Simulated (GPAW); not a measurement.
Runs of GPAW 26.7.0 on YN. Symmetry: Fm-3m, No. 225, cubic system. Conventional cell: a = 4.877 Å, b = 4.877 Å, c = 4.877 Å, α = 90.00°, β = 90.00°, γ = 90.00°. Around Y (site symmetry m-3m) lie 6 N at 2.44 Å. Around N (site symmetry m-3m) lie 6 Y at 2.44 Å. 

```tsv
task	level	potentials or basis	U	band path	band points	gap on the mesh (eV)	pressure (GPa)
band structure	PBEsol+U	PAW data sets generated in the run's folder for this functional, pw	Y d U = 8 eV	GXWKGLUWLK,UX	100	1.66	19.4
band structure	PBEsol	PAW data sets generated in the run's folder for this functional, pw	-	GXWKGLUWLK,UX	100	(b)	-3.2
band structure	r2SCAN	GPAW PAW data sets (gpaw-data 1.2.1), pw	-	GXWKGLUWLK,UX	100	(a)	1.2
band structure	PBEsol+U	PAW data sets generated in the run's folder for this functional, pw	Y d U = 4 eV	GXWKGLUWLK,UX	100	0.92	8.1
band structure	LDA	the program's PAW data sets (release 1.2.1) made for this functional, pw	-	GXWKGLUWLK,UX	100	0.16	-7.2
band structure	PBEsol+U	PAW data sets generated in the run's folder for this functional, pw	Y d U = 6 eV	GXWKGLUWLK,UX	100	1.29	13.8
band structure	PBE	GPAW PAW data sets (gpaw-data 1.2.1), pw	-	GXWKGLUWLK,UX	100	0.26	1.7
band structure	PBEsol+U	PAW data sets generated in the run's folder for this functional, pw	Y d U = 3 eV	GXWKGLUWLK,UX	100	0.73	5.3
band structure	PBEsol+U	PAW data sets generated in the run's folder for this functional, pw	Y d U = 2 eV	GXWKGLUWLK,UX	100	0.54	2.4
band structure	PBEsol+U	PAW data sets generated in the run's folder for this functional, pw	Y d U = 1 eV	GXWKGLUWLK,UX	100	0.36	-0.4
```

Alike in all rows: no spin polarisation; cell as given; k mesh 9 × 9 × 9; cutoff (eV) 800; smearing fermi-dirac 0.05 eV.

Task: Estimate the missing entries.

Result: (a) 0.64; (b) 0.17.

Caveats: the PAW data sets were made with another functional, which shifts forces and pressure a little (some runs).

A k mesh can miss the band edges, and the runs leave out spin-orbit coupling on Y.
